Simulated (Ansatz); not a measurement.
## Convergence of Te₂Mo with the k-point mesh

Theory: DFT LDA, scalar-relativistic, plane waves, PAW in Ansatz 0.2.0.

```
Te Mo
1.0
     6.36161    0.00000    0.00000
     0.00000    3.48040    0.00000
    -0.08574    0.00000   36.17589
Te Mo
4 2
Direct
  0.07915 0.75000 0.44347
  0.92085 0.25000 0.55653
  0.57075 0.25000 0.45930
  0.42925 0.75000 0.54070
  0.81865 0.75000 0.50253
  0.18135 0.25000 0.49747
```

- plane-wave cutoff: 420 eV
- occupation rule: Gaussian smearing, 0.1 eV
- spin treatment: unpolarised

The atoms are held and the k-point mesh is swept. Energies are extrapolated to zero smearing and count from the reference run, 8×16×2. The cell isn't necessarily relaxed at this level. The meshes are Γ-centred. Spin–orbit coupling is left out. Pressure is positive in compression.

Times are rough; the reference took 2.4 min on 1 thread of Intel(R) Xeon(R) 6975P-C (Granite Rapids), on a shared host, peak memory 2.2 GiB.

Tried: 1×1×1, 1×2×1, 2×4×1, 4×6×1, 4×8×1, 6×8×1, 6×10×1, 6×12×2, 8×14×2, 8×16×2. From which k-point mesh on does the energy per atom stay within 100, 10 and 1 meV of the reference?

1×2×1 for 100 meV, 1×2×1 for 10 meV, 4×8×1 for 1 meV. The reference itself isn't shown to be converged. At 1×2×1, where the energy is within 10 meV, force components still miss by up to 0.694 eV/Å, where the largest force is 0.480 eV/Å.

```csv
mesh,ΔE (meV/atom),P (GPa),largest change of a force component (eV/Å),irreducible points,wall time (s)
1×1×1,1275,-0.41,2.834,1,2.9
1×2×1,5.60,-1.01,0.694,2,4.1
2×4×1,6.10,-0.87,0.116,6,8.2
4×6×1,-1.02,-0.89,0.027,12,16
4×8×1,0.36,-0.89,0.051,15,21
6×8×1,0.36,-0.89,0.036,20,27
6×10×1,0.70,-0.89,0.023,24,40
6×12×2,-0.13,-0.89,0.026,56,80
8×14×2,-0.03,-0.89,0.009,80,100
8×16×2,0.00,-0.89,0.000,90,150
```